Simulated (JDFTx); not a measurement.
Ta2N:

```
CELL_PARAMETERS angstrom
3.11286 0.00000 0.00000
-1.55643 2.69582 0.00000
0.00000 0.00000 4.86984
ATOMIC_POSITIONS crystal
Ta 0.33333 0.66667 0.25471
Ta 0.66667 0.33333 0.74529
N 0.00000 0.00000 0.00000
```

The cell comes from a database or a generator and needn't be the stable form of this composition.

- Program: JDFTx 1.7.0 (patched build)
- Task: single point
- Functional: PBEsol
- Potentials or basis: PseudoDojo-SR-PBEsol-0.4.1-standard with smoothed tails
- Cutoff: 1143 eV
- Density cutoff: 9143 eV
- k mesh: 10 × 10 × 6
- Occupations: fermi-dirac, width 0.05 eV
- Spin: no spin polarisation

On this cell: pressure -9.2 GPa; largest force 0.290 eV/Å; band gap on the k mesh none (metal or under the smearing width).

The same run follows on a disturbed copy (atoms moved at random, drawn with an rms of 0.05 Å):

```
Ta N
1.0
     3.11286    0.00000    0.00000
    -1.55643    2.69582    0.00000
     0.00000    0.00000    4.86984
Ta N
2 1
Cartesian
  -0.0066 1.7615 1.2238
  1.6174 0.9226 3.6193
  -0.0143 0.0159 0.0193
```

Problem. What changes?

Solution. The energy (extrapolated to zero smearing) moves by +9.0 meV/atom; pressure -8.5 GPa; largest force 0.747 eV/Å; band gap on the k mesh none (metal or under the smearing width).

Forces on the atoms (eV/Å):
```
Ta  -0.055  0.351  0.046
Ta  -0.417  0.011  0.406
N    0.472 -0.362 -0.452
```

Stress tensor (GPa, compression positive):
```
-8.68  0.19  0.90
 0.19 -8.63  1.09
 0.90  1.09 -8.15
```
